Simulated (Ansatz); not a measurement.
# Compressing Ru: a fit and a missing row

Ru, P6_3/mmc, a = 2.702 Å, c = 4.266 Å. Ansatz: r2SCAN, PAW, 500 eV, Γ-centred 18×18×10 mesh on 2 atoms, Gaussian smearing 0.10 eV; no spin polarisation. Shape and atoms are relaxed at each volume; pressure is positive in compression.

```
V (Å³/atom) P (GPa)
     12.680    24.24
     13.085        ?
     13.490     0.00
     13.894    -9.29
     14.299   -17.07
```

Task: Take V0 = 13.490 Å³/atom, fit the third-order Birch–Murnaghan form to the other rows, and predict the missing pressure.

Result: With the Eulerian strain f = ½[(V0/V)^(2/3) − 1] and y = P/[3f(1 + 2f)^(5/2)], the form is the line y = B0 + 1.5 B0 (B0′ − 4) f. Rows (f, y): 0.02107, 345.9; -0.00974, 334.0; -0.01904, 329.3. Means f = -0.002570, y = 336.40; Σ(Δf)² = 0.0008815, ΣΔfΔy = 0.3587; the slope is their ratio. y = 337.4 + 406.9 f GPa, so B0 = 337.4 GPa and B0′ = 4 + 2 × (406.9)/(3 × 337.4) = 4.80. At V = 13.085, f = 0.01026, y = 341.57 and P = 11.06 GPa. The run gave 11.07 GPa, so the fit is 0.01 GPa too low, within the rms miss on the fitted rows (0.01 GPa).